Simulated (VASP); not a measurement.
Ga under changes of volume

One of the cells (18.914 Å³/atom); the others are scaled copies at fixed shape and fractional positions:

```
Ga
1.0
     1.39216   -4.05317    0.00000
     1.39216    4.05317    0.00000
    -0.11823    0.00000    3.35198
Ga
2
Cartesian
  1.3035 2.9912 2.5140
  1.3626 -2.9912 0.8380
```

This isn't the form of Ga at room conditions, which is orthorhombic.

```yaml
Program: VASP 6.6.1
Functional: PBEsol
Potentials_or_basis: VASP PAW PBE potentials, release 64 (Ga_d)
Cutoff: 520 eV
k_mesh: 10 × 10 × 8
Occupations: fermi-dirac, width 0.05 eV
Spin: no spin polarisation
```

```csv
volume (Å³/atom),energy over the lowest point (meV/atom),pressure (GPa),largest force (eV/Å)
17.431,2.76,1.9,0.220
17.801,0.00,0.5,0.212
18.172,0.41,-0.8,0.204
18.914,?,?,?
19.285,16.88,-3.7,0.178
19.656,26.41,-4.4,0.168
```

What does the run at 18.914 Å³/atom give?

Energy over the lowest point 9.17 meV/atom; pressure -2.9 GPa; largest force 0.188 eV/Å.

Worked out: A Birch-Murnaghan fit of order 3 (a polynomial in V^(-2/3)) to the other rows has its minimum at 17.93 Å³/atom with B0 = V·E''(V) = 63 GPa and B' = 5.6 at fixed shape and positions, which overstates the stiffness. It gives 9.18 meV/atom at 18.914 Å³/atom, against the run's 9.17, and -dE/dV = -2.9 GPa, against -2.9.

Energies are extrapolated to zero smearing.

Caveats: the PAW data sets were made with another functional, which shifts forces and pressure a little.
